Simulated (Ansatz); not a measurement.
Runs of Ansatz 0.2.0 on Au. Symmetry: Fm-3m, No. 225, cubic system. Conventional cell: a = 4.070 Å, b = 4.070 Å, c = 4.070 Å, α = 90.00°, β = 90.00°, γ = 90.00°. Around Au (site symmetry m-3m) lie 12 Au at 2.88 Å. 

| task | level | spin | cell | k mesh | points for each segment of the path | gap on the mesh (eV) | pressure (GPa) | relaxed volume (Å³/atom) |
| --- | --- | --- | --- | --- | --- | --- | --- | --- |
| relaxation of cell and atoms | LDA | off | relaxed | 11 × 11 × 11 | - | none | 0.0 | 16.58 |
| relaxation of cell and atoms | RPBE | off | relaxed | 11 × 11 × 11 | - | - | 0.0 | (a) |
| band structure | PBEsol | SOC, no magnetisation | as given | 8 × 8 × 8 | 14 | none | (b) | - |
| band structure | PBEsol | off | as given | 11 × 11 × 11 | 14 | none | 1.7 | - |
| band structure | LDA | SOC, no magnetisation | as given | 8 × 8 × 8 | 14 | none | -3.4 | - |

Alike in all rows: potentials or basis Ansatz PAW; cutoff (eV) 420; smearing fermi-dirac 0.05 eV.

Task: Fill in the values left out.

Result: (a) 18.49; (b) 1.4.

Caveats: the PAW data sets come from PBE, with cores solved anew for the run's functional, which leaves a small shift of forces and pressure; the plane-wave basis is chosen anew once the cell has moved, so the energies of steps on either side of that aren't comparable (some runs); spin-orbit coupling is left out, which moves the levels of the heavy elements (some runs).

A k mesh can miss the band edges, and rows without SOC leave out spin-orbit coupling on Au.

A gap of «none» marks a metal or a gap under the smearing width.

Runs at the PBE level aren't shown here.
